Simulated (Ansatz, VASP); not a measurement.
## Ir in VASP and in Ansatz

```
Ir
1.0
     3.93848    0.00000    0.00000
    -1.96924    3.41082    0.00000
     0.00000    0.00000    6.23200
Ir
4
Direct
  0.33333 0.66667 0.44168
  0.66667 0.33333 0.94168
  0.66667 0.33333 0.55832
  0.33333 0.66667 0.05832
```

Alike in both runs: functional PBEsol; k mesh 6 × 6 × 4; occupations gaussian, width 0.1 eV; no spin polarisation.

Ansatz relaxed the structure, and its values are those at the end. VASP's run is a single point on that final structure, the one shown.

|  | VASP | Ansatz |
| --- | --- | --- |
| version | VASP 6.6.1 | Ansatz 0.2.0 |
| potentials or method | VASP PAW PBE potentials, release 64 (Ir) | scalar-relativistic, plane waves, PAW |
| plane-wave cutoff (eV) | 520 | 420 |
| valence electrons in the cell | 36 | 68 |

VASP gave:

| Quantity | Value |
| --- | --- |
| gap on the k mesh at the Fermi level (eV) | none |
| pressure (GPa) | 0.1 |
| rms of the force components (eV/Å) | 0.003 |

Task: Estimate Ansatz's values.

Result: gap on the k mesh at the Fermi level (eV): none; pressure (GPa): 0.4; rms of the force components (eV/Å): 0.012.

A gap of «none» marks a metal or a gap that the smearing closes. The two sets of potentials don't hold the same shells in valence.

Caveats: the PAW data sets were made with another functional, which shifts forces and pressure a little (VASP). Spin-orbit coupling is left out, which matters for the levels of Ir.
